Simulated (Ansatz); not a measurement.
Least gap on mesh and path: PBE0 against HSE06

Kohn-Sham band structure along a path of special k points, counted from the Fermi level; b1 is the highest level under it at the first point, a1 the next above; plane waves with PAW datasets, Gamma-centred k mesh. The results are calculated, by Ansatz 0.2.0.

Settings of every row: dispersion none; spin none; wave cutoff 420 eV; occupations gaussian; smearing width 0.02 eV; points per segment 4; every nth row 1; spin channel both.

Limits: stress loosely converged; no spin-orbit coupling, which shifts gaps with heavier elements (PbS, BAs, CdS, HfO2).

Limits of some rows: the entry's cell lengths or inner coordinates differ somewhat from later room-temperature determinations (PbS, GaN, AlN); coarse k mesh (SiC, GaN, AlN).

Each row is one system, at the same atoms, with functional HSE06 and with PBE0. The rows are a selection: systems with far-off first values are left out.

| row | formula | space group | atoms in the cell | V (Å³/atom) | k mesh | HSE06 (eV) | PBE0 (eV) |
| --- | --- | --- | --- | --- | --- | --- | --- |
| 1 | PbS | Fm-3m (225) | 2 | 26.14 | 6x6x6 | 0.794 | 1.370 |
| 2 | BAs | F-43m (216) | 2 | 13.90 | 8x8x8 | 1.856 | 2.522 |
| 3 | CdS | P6_3mc (186) | 4 | 26.04 | 6x6x4 | 2.122 | 2.761 |
| 4 | SiC | F-43m (216) | 2 | 10.50 | 8x8x8 | 2.236 | 2.954 |
| 5 | GaN | P6_3mc (186) | 4 | 11.76 | 6x6x4 | 2.942 | ? |
| 6 | LiH | Fm-3m (225) | 2 | 8.04 | 8x8x8 | 3.970 | 4.658 |
| 7 | HfO₂ | Fm-3m (225) | 3 | 11.04 | 6x6x6 | 5.341 | 6.090 |
| 8 | AlN | P6_3mc (186) | 4 | 10.65 | 6x6x4 | 5.380 | 6.104 |

Question: what least gap on mesh and path should GaN (row 5) have with PBE0?

Worked estimate. Take the shift, the second value less the first: 0.576, 0.666, 0.639, 0.718, 0.688, 0.749, 0.724 eV in the shown rows, 0.68 eV in the mean. It follows the first value, whose mean is 3.0999 eV: the sums about the means are S_xx = 19.55 and S_xy = 0.5264, so the slope is 0.0269, and the standard deviation about this line is 0.037 eV (about the mean alone 0.059). For the withheld row the shift is 0.68 + 0.0269 × (2.942 − 3.0999) = 0.676 eV, which gives 2.942 + 0.676 = 3.618 eV.

The calculation gave 3.626 eV, a shift of 0.684. The estimate is 0.008 eV too low, within two standard deviations; taking the first value unchanged would miss by 0.684 eV.
